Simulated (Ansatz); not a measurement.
# SiO$_{2}$: equilibrium cell

Method: plane-wave DFT with PAW (Ansatz; 420 eV, 500 eV for r²SCAN). Each run relaxes cell and atoms to zero pressure from this start:

```xyz
9
Lattice="5.0605 0.0000 0.0000 -2.5303 4.3825 0.0000 0.0000 0.0000 5.5414" Properties=species:S:1:pos:R:3 pbc="T T T"
Si   -1.2651    2.1913    1.8471
Si    1.2651    2.1913    3.6942
Si    2.5303    0.0000    0.0000
O     0.9468    3.4683    4.6178
O     2.5303    2.5541    2.7707
O     3.4770    0.9142    0.9236
O     1.5835    0.9142    4.6178
O     0.0000    1.8284    2.7707
O    -0.9468    3.4683    0.9236
```

| Property | Result |
| --- | --- |
| Γ-centred k-mesh | 6×6×4 |
| occupation rule | Gaussian smearing, 0.02 eV |
| spin treatment | unpolarised |

Lengths are those of the conventional cell, space group P6_422.

Problem. Order by relaxed volume, smallest first.
A. PBE
B. r2SCAN
C. LDA
D. PBEsol

Solution. C (13.50 Å³/atom), B (13.65 Å³/atom), D (13.80 Å³/atom), A (14.01 Å³/atom).

```csv
functional,a (Å),c (Å),volume (Å³/atom),gap on mesh (eV)
LDA,5.039,5.525,13.50,5.50
PBEsol,5.080,5.559,13.80,5.55
PBE,5.105,5.585,14.01,5.55
r2SCAN,5.060,5.541,13.65,6.30
```

This form isn't the usual stable structure of the compound.

Cost: 4 runs of about 4.2 core-minutes in all, on Intel Xeon Platinum 8259CL (Skylake/Cascade Lake) (shared hosts).